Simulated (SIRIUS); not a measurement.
# Ta in SIRIUS: convergence with lmax of the potential

Input of the first run (lmax of the potential 2); the others differ in this setting and in those tied to it:

sirius.json

```json
{
  "control": {
    "processing_unit": "cpu",
    "std_evp_solver_name": "lapack",
    "gen_evp_solver_name": "lapack",
    "verbosity": 2,
    "print_forces": true,
    "ortho_rf": true,
    "use_second_variation": true,
    "rmt_max": 3.0,
    "num_bands_to_print": 22,
    "save_wf": true
  },
  "parameters": {
    "electronic_structure_method": "full_potential_lapwlo",
    "xc_functionals": ["XC_GGA_X_PBE", "XC_GGA_C_PBE"],
    "core_relativity": "dirac",
    "valence_relativity": "iora",
    "num_fv_states": 22,
    "smearing": "fermi_dirac",
    "smearing_width": 0.0018374661,
    "pw_cutoff": 20,
    "gk_cutoff": 3.47,
    "lmax_apw": 11,
    "lmax_rho": 2,
    "lmax_pot": 2,
    "num_mag_dims": 0,
    "auto_rmt": 0,
    "ngridk": [11, 11, 11],
    "shiftk": [0, 0, 0],
    "num_dft_iter": 80,
    "energy_tol": 1e-07,
    "density_tol": 1e-05,
    "use_symmetry": true
  },
  "settings": {"tol_ne": 1e-10},
  "iterative_solver": {"type": "exact"},
  "mixer": {"type": "anderson", "beta": 0.5, "max_history": 8},
  "unit_cell": {
    "lattice_vectors": [
      [-3.1204669551, 3.1204669551, 3.1204669551],
      [3.1204669551, -3.1204669551, 3.1204669551],
      [3.1204669551, 3.1204669551, -3.1204669551]
    ],
    "atom_types": ["Ta"],
    "atom_files": {"Ta": "Ta.json"},
    "atoms": {"Ta": [[0.0, 0.0, 0.0]]}
  }
}
```

Ta.json

```json
{
  "name": "tantalum",
  "symbol": "Ta",
  "number": 73,
  "mass": 180.94788,
  "rmin": 1e-06,
  "rmt": 2.65,
  "nrmt": 800,
  "rinf": 15.8,
  "core": "1s2s2p3s3p3d4s4p4d",
  "valence": [
    {"basis": [{"enu": 0.2, "dme": 0, "n": 0, "auto": 0}, {"enu": 0.2, "dme": 1, "n": 0, "auto": 0}]},
    {"l": 0, "n": 1, "basis": [{"enu": 0.3, "dme": 0, "n": 0, "auto": 0}]},
    {"l": 1, "n": 2, "basis": [{"enu": 0.3, "dme": 0, "n": 0, "auto": 0}]},
    {"l": 2, "n": 3, "basis": [{"enu": 0.3, "dme": 0, "n": 0, "auto": 0}]},
    {"l": 3, "n": 4, "basis": [{"enu": 0.3, "dme": 0, "n": 0, "auto": 0}]},
    {"l": 4, "n": 5, "basis": [{"enu": 0.3, "dme": 0, "n": 0, "auto": 0}]}
  ],
  "lo": [
    {"l": 0, "basis": [{"enu": 0.3, "dme": 0, "n": 0, "auto": 0}, {"enu": 0.3, "dme": 1, "n": 0, "auto": 0}]},
    {
      "l": 0,
      "basis": [{"enu": -2.2372, "dme": 0, "n": 5, "auto": 1}, {"enu": -2.2372, "dme": 1, "n": 5, "auto": 1}]
    },
    {"l": 0, "basis": [{"enu": -2.2372, "dme": 1, "n": 5, "auto": 1}, {"enu": 0.3, "dme": 0, "n": 0, "auto": 0}]},
    {"l": 0, "basis": [{"enu": 0.3, "dme": 0, "n": 0, "auto": 0}, {"enu": 2.5784, "dme": 0, "n": 0, "auto": 0}]},
    {"l": 1, "basis": [{"enu": 0.3, "dme": 0, "n": 0, "auto": 0}, {"enu": 0.3, "dme": 1, "n": 0, "auto": 0}]},
    {
      "l": 1,
      "basis": [{"enu": -1.0103, "dme": 0, "n": 5, "auto": 1}, {"enu": -1.0103, "dme": 1, "n": 5, "auto": 1}]
    },
    {"l": 1, "basis": [{"enu": -1.0103, "dme": 1, "n": 5, "auto": 1}, {"enu": 0.3, "dme": 0, "n": 0, "auto": 0}]},
    {"l": 1, "basis": [{"enu": 0.3, "dme": 0, "n": 0, "auto": 0}, {"enu": 2.9201, "dme": 0, "n": 0, "auto": 0}]},
    {"l": 2, "basis": [{"enu": 0.3, "dme": 0, "n": 0, "auto": 0}, {"enu": 0.3, "dme": 1, "n": 0, "auto": 0}]},
    {"l": 2, "basis": [{"enu": 0.3, "dme": 1, "n": 0, "auto": 0}, {"enu": 0.3, "dme": 2, "n": 0, "auto": 0}]},
    {"l": 2, "basis": [{"enu": 0.3, "dme": 0, "n": 0, "auto": 0}, {"enu": 2.5214, "dme": 0, "n": 0, "auto": 0}]},
    {"l": 3, "basis": [{"enu": 0.3, "dme": 0, "n": 0, "auto": 0}, {"enu": 0.3, "dme": 1, "n": 0, "auto": 0}]},
    {
      "l": 3,
      "basis": [{"enu": -0.4847, "dme": 0, "n": 4, "auto": 1}, {"enu": -0.4847, "dme": 1, "n": 4, "auto": 1}]
    },
    {"l": 3, "basis": [{"enu": -0.4847, "dme": 1, "n": 4, "auto": 1}, {"enu": 0.3, "dme": 0, "n": 0, "auto": 0}]},
    {"l": 3, "basis": [{"enu": 0.3, "dme": 0, "n": 0, "auto": 0}, {"enu": 3.6037, "dme": 0, "n": 0, "auto": 0}]},
    {"l": 4, "basis": [{"enu": 0.3, "dme": 0, "n": 0, "auto": 0}, {"enu": 0.3, "dme": 1, "n": 0, "auto": 0}]},
    {"l": 4, "basis": [{"enu": 0.3, "dme": 0, "n": 0, "auto": 0}, {"enu": 3.0341, "dme": 0, "n": 0, "auto": 0}]}
  ],
  "free_atom": [... radial grid and density of the free atom, the start of the SCF ...]
}
```

File sirius_start.json:

```json
{
  "control": {
    "processing_unit": "cpu",
    "std_evp_solver_name": "lapack",
    "gen_evp_solver_name": "lapack",
    "verbosity": 1,
    "print_forces": false,
    "ortho_rf": true,
    "use_second_variation": true,
    "rmt_max": 3.0,
    "num_bands_to_print": 22,
    "save_wf": false
  },
  "parameters": {
    "electronic_structure_method": "full_potential_lapwlo",
    "xc_functionals": ["XC_LDA_X", "XC_LDA_C_PW"],
    "core_relativity": "dirac",
    "valence_relativity": "iora",
    "num_fv_states": 22,
    "smearing": "fermi_dirac",
    "smearing_width": 0.0055123983,
    "pw_cutoff": 20,
    "gk_cutoff": 2.78,
    "lmax_apw": 11,
    "lmax_rho": 2,
    "lmax_pot": 2,
    "num_mag_dims": 0,
    "auto_rmt": 0,
    "ngridk": [4, 4, 4],
    "shiftk": [0, 0, 0],
    "num_dft_iter": 30,
    "energy_tol": 0.01,
    "density_tol": 0.05,
    "use_symmetry": true
  },
  "settings": {"tol_ne": 1e-10},
  "iterative_solver": {"type": "exact"},
  "mixer": {"type": "anderson", "beta": 0.5, "max_history": 8},
  "unit_cell": {
    "lattice_vectors": [
      [-3.1204669551, 3.1204669551, 3.1204669551],
      [3.1204669551, -3.1204669551, 3.1204669551],
      [3.1204669551, 3.1204669551, -3.1204669551]
    ],
    "atom_types": ["Ta"],
    "atom_files": {"Ta": "Ta.json"},
    "atoms": {"Ta": [[0.0, 0.0, 0.0]]}
  }
}
```

Potentials or basis: all-electron FP-LAPW, apw+lo standard.

Launch:

```bash
$ OMP_NUM_THREADS=1 sirius.scf --input=sirius_start.json --output=start.json
$ OMP_NUM_THREADS=1 sirius.scf --input=sirius.json --output=output.json --task=1
```

Hardware: 1 thread of AMD EPYC 7B13 (Zen 3), on a shared host.

| lmax of the potential | energy less the tightest run, at zero smearing (meV/atom) | SCF cycles | CPU time (s) | peak memory (GiB) |
| --- | --- | --- | --- | --- |
| 2 | 43.45 | 7 | 31 | 0.2 |
| 3 | 43.45 | 7 | 32 | 0.22 |
| 4 | -0.15 | 7 | 33 | 0.23 |
| 6 | 0.00 | 7 | 35 | 0.28 |
| 8 | 0.02 | 7 | 39 | 0.35 |
| 10 | 0.00 | 7 | 45 | 0.43 |

Against the tightest run, the energy stays within 1 meV/atom from 4 on. The tightest run that finished is the yardstick and may itself not be fully converged.

The run has no spin-orbit coupling, so splittings on Ta are missing.
